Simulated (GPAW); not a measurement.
# SiO2 (I4/mmm) in GPAW: reference runs

Aim: a first look at SiO2 with PBE, on the cell as given.

All numbers are computed with GPAW 26.7.0; they aren't measurements. Logs are shortened: lines on timing, memory, paths and dates and some standing lists are left out, and cuts for length are marked. The log counts tension as positive stress, the text compression.

**1. The structure**

The structure is tetragonal, space group I4/mmm (No. 139). Conventional cell: a = 8.944 Å, b = 8.944 Å, c = 5.224 Å, α = 90.00°, β = 90.00°, γ = 90.00°. Around Si (site symmetry m2m) lie 4 O at 1.60 to 1.61 Å. Around O (site symmetry m2m) lie 2 Si at 1.61 Å. O (site symmetry 2/m) is surrounded by 2 Si at 1.60 Å.

The cell comes from a database or a generator and needn't be the stable form of this composition.

**2. Single point, PBE**

run.py reads:

```python
from ase import Atoms
from ase.dft.bandgap import bandgap
from ase.io import write
from ase.units import Bohr, GPa
from gpaw import GPAW, PW
from gpaw.elf import elf_from_dft_calculation

atoms = Atoms(['Si', 'Si', 'Si', 'Si', 'O', 'O', 'O', 'O', 'O', 'O', 'O', 'O'],
              cell=[[-4.47204052, 4.47204052, 2.61177035],
                    [4.47204052, -4.47204052, 2.61177035],
                    [4.47204052, 4.47204052, -2.61177035]],
              scaled_positions=[[0.82311142, 0.82311142, 0.64622284],
                                [0.17688858, 0.82311142, 0.0],
                                [0.82311142, 0.17688858, 0.0],
                                [0.17688858, 0.17688858, 0.35377716],
                                [0.0, 0.79145134, 0.79145134],
                                [0.20854866, 0.0, 0.20854866],
                                [0.79145134, 0.0, 0.79145134],
                                [0.0, 0.20854866, 0.20854866],
                                [0.0, 0.0, 0.5],
                                [0.5, 0.0, 0.0],
                                [0.0, 0.5, 0.0],
                                [0.5, 0.5, 0.5]],
              pbc=True)

calc = GPAW(mode=PW(800),
            xc='PBE',
            kpts={'size': (6, 6, 6), 'gamma': True},
            occupations={'name': 'fermi-dirac', 'width': 0.05},
            nbands=56,
            convergence={'density': 1e-05, 'energy': 1e-05},
            maxiter=150,
            txt='gpaw.txt')
atoms.calc = calc
energy = atoms.get_potential_energy()
forces = atoms.get_forces()
stress = atoms.get_stress()
calc.write('gs.gpw')
write('result.traj', atoms)
print(f'Energy: {energy:.6f} eV')
print('Forces (eV/A):')
print(forces.round(4))
print('Stress (GPa):', (stress / GPa).round(3))
print('Fermi level:', round(calc.get_fermi_level(), 4), 'eV')
print(f'Gap: {bandgap(calc)[0]:.4f} eV, direct: {bandgap(calc, direct=True)[0]:.4f} eV')

# fields on the real-space grid
write('density.cube', atoms, data=calc.get_pseudo_density() * Bohr**3)
write('potential.cube', atoms, data=calc.get_electrostatic_potential())
write('elf.cube', atoms, data=elf_from_dft_calculation(calc).data)
```

Potentials or basis: GPAW PAW data sets (gpaw-data 1.2.1), pw.

The run is started by

```console
$ OMP_NUM_THREADS=1 python run.py
```

gpaw.txt:

```text
__  _  _
 | _ |_)|_||  |
 |__||  | ||/\| - 26.7.0

Input parameters:
  mode=PW(ecut=800.0),
  convergence={'density': 1e-05, 'energy': 1e-05},
  kpts=MonkhorstPack(size=(6, 6, 6), gamma=True),
  maxiter=150,
  nbands=56,
  occupations=Occupations(name='fermi-dirac', width=0.05),
  xc=XC(name='PBE')

Diagonalizing LCAO Hamiltonian
Converting LCAO to pw mode

           Si        O   Si

            O          O
                 O   Si
                    OSi
                     O O         O

Atoms  # Å, Bohr magnetons
|    | symbol |         x |         y |         z |    initial magnetic moments |
|----|--------|-----------|-----------|-----------|-----------------------------|
|  0 |     Si |  2.889935 |  2.889935 |  2.611770 | ( 0.0000,  0.0000,  0.0000) |
|  1 |     Si |  2.889935 | -2.889935 |  2.611770 | ( 0.0000,  0.0000,  0.0000) |
|  2 |     Si | -2.889935 |  2.889935 |  2.611770 | ( 0.0000,  0.0000,  0.0000) |
|  3 |     Si |  1.582106 |  1.582106 | -0.000000 | ( 0.0000,  0.0000,  0.0000) |
|  4 |      O |  7.078805 | -0.000000 | -0.000000 | ( 0.0000,  0.0000,  0.0000) |
|  5 |      O |  0.000000 |  1.865276 |  0.000000 | ( 0.0000,  0.0000,  0.0000) |
|  6 |      O | -0.000000 |  7.078805 | -0.000000 | ( 0.0000,  0.0000,  0.0000) |
|  7 |      O |  1.865276 |  0.000000 |  0.000000 | ( 0.0000,  0.0000,  0.0000) |
|  8 |      O |  2.236020 |  2.236020 | -1.305885 | ( 0.0000,  0.0000,  0.0000) |
|  9 |      O | -2.236020 |  2.236020 |  1.305885 | ( 0.0000,  0.0000,  0.0000) |
| 10 |      O |  2.236020 | -2.236020 |  1.305885 | ( 0.0000,  0.0000,  0.0000) |
| 11 |      O |  2.236020 |  2.236020 |  1.305885 | ( 0.0000,  0.0000,  0.0000) |

Unit cell  # Å
| periodic |         x |         y |         z |  lengths |     angles |
|----------|-----------|-----------|-----------|----------|------------|
|      yes | -4.472041 |  4.472041 |  2.611770 | 6.842488 |  98.377474 |
|      yes |  4.472041 | -4.472041 |  2.611770 | 6.842488 |  98.377474 |
|      yes |  4.472041 |  4.472041 | -2.611770 | 6.842488 | 135.122081 |

Number of symmetries: 16
Symmetry operations  # r_c * U_cc + t_c -> r_c
|    | kind |            matrix            |
|----|------|------------------------------|
|  0 |  σ   |  1, 1, 1,  0, 0,-1,  0,-1, 0 |
|  1 |  C4  |  1, 1, 1,  0, 0,-1, -1, 0, 0 |
|  2 |  E   |  1, 0, 0,  0, 1, 0,  0, 0, 1 |
|  3 |  σ   |  1, 0, 0,  0, 1, 0, -1,-1,-1 |
|  4 |  σ   |  0, 1, 0,  1, 0, 0,  0, 0, 1 |
|  5 |  C2  |  0, 1, 0,  1, 0, 0, -1,-1,-1 |
|  6 |  C2  |  0, 0, 1, -1,-1,-1,  1, 0, 0 |
|  7 |  S4  |  0, 0, 1, -1,-1,-1,  0, 1, 0 |
|  8 |  C4  |  0, 0,-1,  1, 1, 1,  0,-1, 0 |
|  9 |  σ   |  0, 0,-1,  1, 1, 1, -1, 0, 0 |
| 10 |  σ   |  0,-1, 0, -1, 0, 0,  1, 1, 1 |
| 11 |  C2  |  0,-1, 0, -1, 0, 0,  0, 0,-1 |
| 12 |  C2  | -1, 0, 0,  0,-1, 0,  1, 1, 1 |
| 13 |  i   | -1, 0, 0,  0,-1, 0,  0, 0,-1 |
| 14 |  S4  | -1,-1,-1,  0, 0, 1,  1, 0, 0 |
| 15 |  C2  | -1,-1,-1,  0, 0, 1,  0, 1, 0 |

BZ-sampling:
  Number of BZ points: 216
  Number of IBZ points: 30

  Monkhorst-Pack size: [6, 6, 6]
  Monkhorst-Pack shift: [0.08333333333333333, 0.08333333333333333, 0.08333333333333333]

K-points  # in reciprocal-cell coordinates
|     |                                coordinates |     weight |
|-----|--------------------------------------------|------------|
|   0 | (  0.00000000,   0.00000000,   0.00000000) | 0.00462963 |
|   1 | (  0.16666667,  -0.16666667,   0.00000000) | 0.01851852 |
|   2 | (  0.16666667,  -0.16666667,   0.16666667) | 0.01851852 |
|   3 | (  0.16666667,   0.00000000,   0.00000000) | 0.03703704 |
|   4 | (  0.16666667,   0.16666667,  -0.16666667) | 0.00925926 |
|   5 | (  0.33333333,  -0.33333333,   0.00000000) | 0.01851852 |
|   6 | (  0.33333333,  -0.33333333,   0.16666667) | 0.03703704 |
|   7 | (  0.33333333,  -0.33333333,   0.33333333) | 0.01851852 |
|   8 | (  0.33333333,  -0.16666667,   0.00000000) | 0.07407407 |
|   9 | (  0.33333333,  -0.16666667,   0.16666667) | 0.03703704 |
| ... |                                            |            |
|  29 | (  0.50000000,   0.50000000,   0.50000000) | 0.00462963 |

Plane wave coefficients: 10780
Cutoff: 800.0 eV

Spin-components: 1 (collinear spins)
Bands:           56
Projectors:      60
Spin-degeneracy: 2
Datatype:        complex128

Parallelization:
  kpt:    1
  domain: 1
  band:   1

Density:
  Valence electrons: 64.0
  Components: 1
  Grid points: [45 45 45]
  Charge: 0.0  # |e|

Potential:
  Grid points: [45 45 45]

species:
  Si:
    name:    Silicon
    Z:       14.0
    valence: 4
    core:    10
    charge:  0.0  # [|e|]
    compensation charges:
      type: gauss
      rc: 0.33  # [Å]
      lmax: 2
    cutoffs:
      filter: 1.86  # [Å]
      core: 2.06  # [Å]
    projectors
    | kind |    occ | energy [eV] | rcut [Å] |
    |------|--------|-------------|----------|
    |   3s |  2.000 |     -10.812 |    1.058 |
    |   3p |  2.000 |      -4.081 |    1.058 |
    |    s |        |      16.399 |    1.058 |
    |    p |        |      23.130 |    1.058 |
    |    d |        |       0.000 |    1.058 |

    Using partial waves for Si as LCAO basis

  O:
    name:    Oxygen
    Z:       8.0
    valence: 6
    core:    2
    charge:  0.0  # [|e|]
    compensation charges:
      type: gauss
      rc: 0.21  # [Å]
      lmax: 2
    cutoffs:
      filter: 1.17  # [Å]
      core: 0.83  # [Å]
    projectors
    | kind |    occ | energy [eV] | rcut [Å] |
    |------|--------|-------------|----------|
    |   2s |  2.000 |     -23.961 |    0.688 |
    |   2p |  4.000 |      -9.029 |    0.598 |
    |    s |        |       3.251 |    0.688 |
    |    p |        |      18.182 |    0.598 |
    |    d |        |       0.000 |    0.619 |

    Using partial waves for O as LCAO basis

Reference energy: -47872.195410  # eV

eigensolver:
  PPCG
  Converge bands: occupied
  niter=2

density mixing:
  MSR1-Mixer
  Pratt-step length: 0.05
  Maximum mixing coefficient: 0.75
  Old densities: 10
  SVD Regularization: 0.005
  Good broyden scale: 1.0
  Trust region scale: 1.0
  Backstep threshold: 4.0
  History deletion threshold: 6.0
  Fourier metric: weight=20.0, sigma=0.015

occupation numbers:
  Fermi-Dirac:
    width: 0.0500  # eV

poisson solver:
  ecut: 6400.0  # eV

xc functional:
  name: PBE with 2 nearest neighbor stencil

convergence criteria:
- Maximum integral of absolute [dens]ity change: 1e-05 electrons / valence electron
- Maximum [total energy] change in last 3 cyles: 1e-05 eV / valence electron
- Maximum integral of absolute [eigenst]ate change: 4e-08 eV^2 / valence electron
maximum number of iterations: 150

SCF iterations
|iter     | |      energy | eigst |  dens |
|---------|-|-------------|-------|-------|
|iter:   1| | -106.989664 | +0.57 |       |
|iter:   2| | -104.387710 | -1.30 | -0.68 |
|iter:   3| |  -95.240077 | -0.48 | -0.73 |
|iter:   4| |  -95.309173 | -2.24 | -1.38 |
|iter:   5| |  -95.373653 | -2.97 | -1.67 |
|iter:   6| |  -95.371141 | -3.89 | -2.51 |
|iter:   7| |  -95.371138 | -5.45 | -2.95 |
|iter:   8| |  -95.371177c| -6.39 | -3.36 |
|iter:   9| |  -95.371178c| -7.75c| -4.13 |
|iter:  10| |  -95.371178c| -8.38c| -5.00c|

Converged in 10 steps
Energy contributions relative to reference atoms: (reference = -47872.195410)

Energy contributions:
  Kinetic:         121.193321
  Coulomb:        -111.840313
  Zero:              1.663620
  External:          0.000000
  Xc:             -106.387806
  Entropy:          -0.000000
  Spinorbit:         0.000000
  ----------------------------
  Free energy:     -95.371178
  Extrapolated:    -95.371178

dipole moment: (-19.020319, -68.949937, -18.038725)  # |e|*Ang

Fermi level: 0.238
Eigenvalues  # (at kpt = [0.000, 0.000, 0.000])
| band index |      eig [eV] | occ [0-2] |
|------------|---------------|-----------|
|          0 |       -20.309 |     2.000 |
|        ... |               |           |
|         24 |        -2.820 |     2.000 |
|         25 |        -2.264 |     2.000 |
|         26 |        -2.226 |     2.000 |
|         27 |        -2.226 |     2.000 |
|         28 |        -1.669 |     2.000 |
|         29 |        -1.518 |     2.000 |
[... 8 lines left out ...]
|         38 |         8.718 |     0.000 |
|         39 |         9.431 |     0.000 |
|        ... |               |           |
|         55 |        13.613 |     0.000 |

Gap: 5.469 eV
Transition (v -> c):
  (s=0, k=29, n=31, [0.50, 0.50, 0.50]) -> (s=0, k=0, n=32, [0.00, 0.00, 0.00])
Direct/indirect transitions are different
Direct gap: 5.475 eV
Transition at: (s=0, k=0, n=31, [0.00, 0.00, 0.00])

Forces  # eV/Ang
|        x |        y |        z |
|----------|----------|----------|
|  0.04919 |  0.04919 |  0.00000 |  # Si   0
|  0.04919 | -0.04919 |  0.00000 |  # Si   1
| -0.04919 |  0.04919 |  0.00000 |  # Si   2
| -0.04919 | -0.04919 | -0.00000 |  # Si   3
| -0.36090 |  0.00000 |  0.00000 |  # O    4
| -0.00000 |  0.36090 | -0.00000 |  # O    5
|  0.00000 | -0.36090 | -0.00000 |  # O    6
|  0.36090 | -0.00000 |  0.00000 |  # O    7
|  0.00000 |  0.00000 |  0.00000 |  # O    8
| -0.00000 | -0.00000 |  0.00000 |  # O    9
|  0.00000 | -0.00000 |  0.00000 |  # O   10
|  0.00000 |  0.00000 |  0.00000 |  # O   11

Stress tensor  # eV/Ang^3
|         x |         y |         z |
|-----------|-----------|-----------|
| -0.039096 | -0.000000 |  0.000000 |
| -0.000000 | -0.039096 |  0.000000 |
|  0.000000 |  0.000000 | -0.040940 |

# Writing to gs.gpw (mode='')
```

Wall time 11 min (1 thread of Intel Xeon at 2.70GHz, shared host); peak memory 0.69 GiB.

Results:

| Item | Value |
| --- | --- |
| Free energy | -95.3712 eV |
| Pressure | 6.4 GPa |
| Largest force | 0.361 eV/Å |
| Band gap on the k mesh | 5.47 eV, indirect (least direct gap 5.47 eV) |

Forces in eV/Å, atoms in the order of the input:
```
Si   0.049  0.049  0.000
Si   0.049 -0.049  0.000
Si  -0.049  0.049  0.000
Si  -0.049 -0.049  0.000
O   -0.361  0.000  0.000
O    0.000  0.361  0.000
O    0.000 -0.361  0.000
O    0.361  0.000  0.000
O    0.000  0.000  0.000
O    0.000  0.000  0.000
O    0.000  0.000  0.000
O    0.000  0.000  0.000
```

A k mesh can miss the band edges. Expect the measured gap to be larger: semilocal functionals such as PBE lack the derivative discontinuity.
